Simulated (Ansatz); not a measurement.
**SnSe2 (CdI2 type): the equilibrium volume**

At what volume is SnSe2 (CdI2 type) free of pressure?

Method: DFT PBEsol, scalar-relativistic, plane waves, PAW, in Ansatz 0.2.0.

1 further run of the same task is left out (set aside as unsound or not needed).

### 1 The structure to begin with

It takes space group P-3m1 (No. 164, trigonal). Conventional cell: a = 3.809 Å, b = 3.809 Å, c = 6.144 Å, α = 90.00°, β = 90.00°, γ = 120.00°. Around Sn (site symmetry -3m) lie 6 Se at 2.69 Å. Around Se (site symmetry 3m) lie 3 Sn at 2.69 Å.

As a file:

```
Sn Se
1.0
     3.80874    0.00000    0.00000
    -1.90437    3.29846    0.00000
     0.00000    0.00000    6.14429
Sn Se
1 2
Direct
  0.00000 0.00000 0.00000
  0.33333 0.66667 0.25200
  0.66667 0.33333 0.74800
```

### 2 The first run

Contents of input.yaml:

```yaml
crystal:
  lattice:
    - [3.8087387106, 0.0, 0.0]
    - [-1.9043693554, 3.2984644798, 0.0]
    - [0.0, 0.0, 6.1442860333]
  atoms:
    - { symbol: Sn, position: [0.0, 0.0, 0.0] }
    - { symbol: Se, position: [0.3333333333, 0.6666666667, 0.252] }
    - { symbol: Se, position: [0.6666666667, 0.3333333333, 0.748] }
basis:
  ecutwfc: 420
  ecutrho_ratio: 4
kpoints:
  mp_grid: { grid: [10, 10, 6] }
hamiltonian:
  xc: pbesol
scf:
  occupations: { method: gaussian, width: 0.05 }
output:
  forces: true
  stress: true
  eigenvalues: true
```

Launch:

```
$ ansatz run input.yaml --threads 4 --pin off --max-ram 9216MiB --backend cpu --events-out ev --progress --plain --runs-dir out
```

The program printed:

```text
Warning: RAYON_NUM_THREADS=4 ignored (pool sized by the plan → 4); use --threads N
Engine: ansatz 0.2.0, aarch64-unknown-linux-gnu
Pseudopotentials: kind: paw
Pseudopotential: Sn, paw, valence charge 14, recommended cutoff 420 eV (normal), Sn.paw.azcp
Pseudopotential: Se, paw, valence charge 16, recommended cutoff 420 eV (normal), Se.paw.azcp
Functional definition: PBEsol
  exchange = pbesol_x
  correlation = pbesol_c
Crystal: 3 atoms, lattice volume = 77.191 Å³
Basis set: ecut = 420 eV, 1509 PW (Γ), exchange–correlation on 54×54×90 points (8 copies of the dense FFT grid, shifted against one another)
Bands: 28, of which v1, the nominal top of the filled ones, is band 23 counted from 1 (22 counted from 0)
Symmetry: 12 space group operations
Space group: P-3m1 (ITA 164), of the structure as read, at distance tolerance 4.3e-5 Å
k-points: 72 of 600
Non-local potential: Sn, projectors of the file, l = 0: 2, l = 1: 2, l = 2: 2, l = 3: 2
Non-local potential: Se, projectors of the file, l = 0: 2, l = 1: 2, l = 2: 3, l = 3: 1
PAW form: soft (Blöchl's): semilocal exchange-correlation on the pseudo side does not see the compensation charge
PAW frozen core: Sn, regenerated for the run's functional, and the local potential with it (the file was generated under x = pbe(κ = 0.804, μ = 0.2195149727645171), c = pbe(β = 0.06672455060314922))
PAW frozen core: Se, regenerated for the run's functional, and the local potential with it (the file was generated under x = pbe(κ = 0.804, μ = 0.2195149727645171), c = pbe(β = 0.06672455060314922))
PAW one-centre angular grid: Sn, 590 points (default); XC on 64 Gauss nodes
PAW one-centre angular grid: Se, 590 points (default); XC on 64 Gauss nodes
Initial density: superposition of atomic densities (neutral atoms: chi_scale 0, normalization atom), corrected by the library's trained network
Initial wavefunctions: pseudopotential atomic-orbital guess
Functional: x = pbesol(κ = 0.804, μ = 0.12345679012345678), c = pbesol(β = 0.046)
SCF iter   1: F=—  HF=-16799.207061 eV  |F-HF|=—  |Δ(HF+E_count)|=         —  Δρ=2.25e-3  dr2=3.69e-3  ethr=1.77e-3  ⟨swp⟩=6.5  Hψ=8937  notcnv=0
preconditioner: auto → Resta (q_TF=auto, 2.503 Å⁻¹)  ε∞=2.8  [insulator: Δε(μ)=0.623 eV  Ē_g=16.083 eV  σ=0.050 eV  W_gap=1.00  n_scr=22 (ndim 8)  ℏωp=21.6 eV  f_vac=0.074  D(μ)=0.00/eV (n_scr^D=0)  ε∞_Penn≈2.8]
SCF iter   2: F=—  HF=-16799.204066 eV  |F-HF|=—  |Δ(HF+E_count)|=   3.00e-3  Δρ=1.11e-3  dr2=8.42e-4  ethr=8.02e-6  ⟨swp⟩=3.0  Hψ=4293  notcnv=0  defer=13
SCF iter   3: F=—  HF=-16799.204024 eV  |F-HF|=—  |Δ(HF+E_count)|=   4.20e-5  Δρ=3.32e-4  dr2=6.89e-5  ethr=1.83e-6  ⟨swp⟩=2.0  Hψ=2880  notcnv=0
automatic band count: iteration 3 solves 27 bands in place of 28: the levels show a gap, and the empty bands left out lie too high to hold charge; the band table lists the bands solved (type scf.n_extra_bands for more)
SCF iter   4: F=—  HF=-16799.204036 eV  |F-HF|=—  |Δ(HF+E_count)|=   1.29e-5  Δρ=1.21e-4  dr2=1.17e-5  ethr=1.50e-7  ⟨swp⟩=2.0  Hψ=2849  notcnv=0
SCF iter   5: F=—  HF=-16799.204044 eV  |F-HF|=—  |Δ(HF+E_count)|=   7.68e-6  Δρ=2.45e-5  dr2=8.04e-7  ethr=2.54e-8  ⟨swp⟩=2.0  Hψ=2403  notcnv=0
SCF iter   6: F=-16799.204045 eV  HF=-16799.204045 eV  |F-HF|=1.41e-7  |Δ(HF+E_count)|=   5.22e-7  Δρ=9.56e-6  dr2=9.25e-8  ethr=2.17e-10  ⟨swp⟩=6.0  Hψ=8822  notcnv=0
SCF 1 converged in 6 iterations: F = -16799.204045 eV  dr2 = 9.25e-8
SCF converged after 6 iterations
Free energy (F): -16799.204045 eV
Harris-Foulkes:  -16799.204045 eV  (|F-HF|=1.41e-7)
Internal energy: -16799.204045 eV  (E = F + TS)
E sigma→0 (E₀):  -16799.204045 eV
Fermi energy:    8.334931 eV
--- Per-component energies (eV) ---
  E_band       = -863.809125
  E_kinetic    = 426.121114
  E_local      = -6067.148814  (includes V_loc(G=0)·N_el)
  E_nonlocal   = -1214.480889
  E_hartree    = 3105.245350
  E_xc         = -585.055003
  E_vxc        = -292.391725  (∫ρ·V_xc dr)
  E_paw        = -7805.486526  (= ΣΔE_a)
  E_vpaw       = 73.595925  (= ΣTr[D̂ρ^β])
  E_aug_tail   = -0.001237  (compensation charges beyond the density's cutoff)
  E_ewald      = -4660.699780
  E_core_change = 2.301741  (= ΣΔE_core)
  E_smearing   = -0.000000  (= −TS)
  E_closure    = 0.000000  (closes the sum)
  Σ components = -16799.204045   (vs F -16799.204045, Δ=0.00e0)
--- Forces (eV/Å), atoms counted from 1 ---
  atom   1  Sn     0.00000000    -0.00000000     0.00000000
  atom   2  Se     0.00000000     0.00000000     0.40072938
  atom   3  Se     0.00000000    -0.00000000    -0.40072938
  max |Σ_I F_I| component: 5.55e-17 eV/Å
--- Stress (GPa, compression-positive) ---
        1.370896       0.000000       0.000000
        0.000000       1.370896       0.000000
        0.000000       0.000000       2.557252
  P = ⅓ Tr σ = 1.7663 GPa (17.663 kbar)
--- Band table (eV; the first three rows and the last of 72) ---
  k-point 0: bands = ["-38.8666", "-38.8666", "-38.8666", "-38.8666", "-38.8366", "-38.8366", "-38.8360", "-38.8360", "-38.8247", "-38.8245", "-13.1789", "-13.1789", "-13.1385", "-13.1246", "-13.1246", "-5.9810", "-4.2342", "1.8092", "7.3510", "7.3510", "7.6406", "7.6406", "7.9517", "8.9816", "10.9003", "12.6045", "12.6045"]
  k-point 1: bands = ["-38.8666", "-38.8666", "-38.8666", "-38.8666", "-38.8366", "-38.8366", "-38.8361", "-38.8361", "-38.8247", "-38.8245", "-13.1789", "-13.1789", "-13.1385", "-13.1246", "-13.1246", "-5.9410", "-4.3204", "2.0082", "7.2476", "7.3181", "7.3181", "7.6899", "7.6899", "9.5464", "10.9040", "12.5311", "12.5311"]
  k-point 2: bands = ["-38.8666", "-38.8666", "-38.8666", "-38.8666", "-38.8365", "-38.8365", "-38.8362", "-38.8362", "-38.8246", "-38.8245", "-13.1789", "-13.1789", "-13.1384", "-13.1246", "-13.1246", "-5.8489", "-4.5003", "2.4692", "6.2992", "7.2705", "7.2705", "7.7709", "7.7709", "10.1720", "10.8874", "12.3905", "12.3905"]
  k-point 71: bands = ["-38.8663", "-38.8663", "-38.8662", "-38.8662", "-38.8365", "-38.8365", "-38.8365", "-38.8364", "-38.8242", "-38.8242", "-13.2086", "-13.1891", "-13.1281", "-13.1189", "-13.1037", "-3.9761", "-3.7890", "0.6305", "3.6529", "3.8543", "4.4675", "7.5122", "7.6422", "10.3778", "12.4293", "12.7512", "14.0859"]
```

Wall time 2.3 s (4 threads of Arm Neoverse V2, shared host); peak memory 0.45 GiB.

In short: volume 25.730 Å³/atom, pressure 1.77 GPa, gap on the mesh 0.63 eV.

[end of part 1 of 2]
